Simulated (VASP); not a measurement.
Input of a VASP 6.6.1 run:

INCAR

```
PREC = Accurate ; ENCUT = 520
EDIFF = 1E-6 ; ISMEAR = -1
SIGMA = 0.02 ; LREAL = Auto
LASPH = T ; NELM = 80
ALGO = Normal ; ISIF = 2
LWAVE = F ; LCHARG = T
GGA = PE ; IVDW = 12
LELF = T ; LVHAR = T
NBANDS = 26
```

The input KPOINTS:

```
Automatic mesh
0
Gamma
  1 1 1
```

Contents of POSCAR:

```
H
1.0
    7.3061440000      0.0000000000      0.0000000000
    0.0000000000      7.3061440000      0.0000000000
    0.0000000000      0.0000000000      7.3061440000
H
20
Direct
    0.4996342804      0.5931309320      0.3689771239
    0.4657449949      0.4866178384      0.3508417025
    1.0755605145      1.2657292273      0.4370841856
    1.1142539758      1.1555343010      0.4464461691
    0.8071562783      0.8211445052      0.5791837664
    0.7493145495      0.8961635577      0.6091311641
    0.8031733292      0.3204152560      0.5827697894
    0.8090861609      0.3998415580      0.6269517820
    0.0795494860      1.3015347083      1.0472008217
   -0.0216530088      1.3047785535      1.0690180757
    0.6062568709      0.1607687995     -0.0676280128
    0.6726530438      0.2142717143     -0.0112097435
    0.2987485601     -0.2082356986      0.0675048288
    0.3261227810     -0.1083471664      0.0407465279
    1.0063174227      0.8531175953      0.2532799792
    0.9307782601      0.8217467381      0.1807109195
    0.0572394960     -0.1600296956      0.8353927872
    0.1169837331     -0.0770173706      0.8465067209
    1.0534968925      0.6225855937      0.4816904786
    1.0795708379      0.5539310476      0.4219736156
```

Potentials or basis: VASP PAW PBE potentials, release 64 (H).

Run with:

```sh
$ cat potpaw_PBE.64/H/POTCAR > POTCAR
$ mpirun -np 1 vasp_gam > vasp.out
```

Question: Estimate the dispersion energy per atom.

Answer: -0.012 eV.

Question: Predict the largest force.

Answer: 3.860 eV/Å.

Stress tensor (GPa, compression positive):
```
-0.11 -0.36 -0.22
-0.36 -0.40  0.68
-0.22  0.68  0.44
```
